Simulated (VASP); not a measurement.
# SnTe in VASP: how settings move the PBE single point

Aim: see what changed inputs do to the PBE single point of rocksalt SnTe.

The runs shown are made with VASP 6.6.1. PAW datasets, plane waves. The values are computed, spin-unpolarised (in the reference), and not measurements.

**1. The system as given**

The cell comes from an earlier relaxation with r2SCAN in another program. Some of the altered inputs switch spin polarisation on.

Space group Fm-3m (No. 225), cubic; conventional cell a = 6.379 Å, 32.44 Å³ an atom. Around Sn lie 6 Te at 3.19 Å; around Te lie 6 Sn at 3.19 Å.

As a file:

```cif
data_structure
_symmetry_space_group_name_H-M 'P 1'
_symmetry_Int_Tables_number 1
_cell_length_a 4.5104
_cell_length_b 4.5104
_cell_length_c 4.5104
_cell_angle_alpha 60.000
_cell_angle_beta 60.000
_cell_angle_gamma 60.000
_cell_volume 64.88
loop_
_atom_site_label
_atom_site_type_symbol
_atom_site_fract_x
_atom_site_fract_y
_atom_site_fract_z
_atom_site_occupancy
Sn1 Sn 0.00000 0.00000 0.00000 1
Te1 Te 0.50000 0.50000 0.50000 1
```

**2. Baseline**

The input, INCAR:

```
ENCUT = 520.000000
SIGMA = 0.020000
EDIFF = 1.00e-07
GGA = PE
PREC = Accurate
IBRION = -1
ISIF = 2
ISMEAR = -1
NBANDS = 17
NELM = 120
NSW = 0
LASPH = .TRUE.
LCHARG = .FALSE.
LWAVE = .FALSE.
LREAL = .FALSE.
```

The input, KPOINTS:

```
KPOINTS created by Atomic Simulation Environment
0
Gamma
8 8 8
0 0 0
```

The input, POSCAR:

```
Sn Te
 1.0000000000000000
    -0.0000000000000000    3.1893303454483544    3.1893303454483544
     3.1893303454483544   -0.0000000000000000    3.1893303454483544
     3.1893303454483544    3.1893303454483544   -0.0000000000000000
 Sn  Te
   1   1
Cartesian
  0.0000000000000000 -0.0000000000000000 -0.0000000000000000
  3.1893303454483544  3.1893303454483544  3.1893303454483544
```

A file KPOINTS_OPT adds named points for the levels; it doesn't enter the self-consistent loop.

Potentials: the recommended PBE PAW datasets, 20 valence electrons.

Launch:

```console
$ mpirun -np 1 vasp_std
```

**3. Altered input 1**

INCAR, as its differences from that of step 2:

```diff
@@ -11,3 +11,2 @@
 NSW = 0
-LASPH = .TRUE.
 LCHARG = .FALSE.
@@ -15 +14,2 @@
 LREAL = .FALSE.
+LASPH = .FALSE.
```

KPOINTS is that of step 2.

POSCAR is that of step 2.

**4. Altered input 2**

INCAR, as its differences from that of step 2:

```diff
@@ -2,3 +2,2 @@
 SIGMA = 0.020000
-EDIFF = 1.00e-07
 GGA = PE
@@ -15 +14,3 @@
 LREAL = .FALSE.
+EDIFF = 0.0001
+AMIX = 0.05
```

KPOINTS is that of step 2.

POSCAR is that of step 2.

**5. Altered input 3**

INCAR, as its differences from that of step 2:

```diff
@@ -9,3 +9,2 @@
 NBANDS = 17
-NELM = 120
 NSW = 0
@@ -15 +14,6 @@
 LREAL = .FALSE.
+ISPIN = 2
+MAGMOM = 1 1
+AMIX = 0.2
+BMIX = 0.0001
+NELM = 54
```

KPOINTS is that of step 2.

POSCAR is that of step 2.

What does the calculation give? Wanted: for each run, changed; ending; energy change; pressure; electronic steps; usable.

As calculated:

| run | changed | ending | energy change (meV/atom) | pressure (GPa) | gap on the mesh (eV; negative: overlap) | electronic steps | time | usable |
| --- | --- | --- | --- | --- | --- | --- | --- | --- |
| ref. | – | converged | 0 | 0.6 | 0.01 | 15 | 43 s | yes |
| 1 | LASPH = .FALSE. | converged | 0.0 | 0.6 | 0.01 | 15 | 36 s | yes |
| 2 | EDIFF = 0.0001, AMIX = 0.05 | converged | 0.0 | 0.5 | 0.01 | 11 | 33 s | yes |
| 3 | ISPIN = 2, MAGMOM = 1 1, AMIX = 0.2, BMIX = 0.0001, NELM = 54 | converged | 0.0 | 0.6 | – | 16 | 87 s | yes |

What this shows: Of 3 altered inputs, 3 gave usable results.
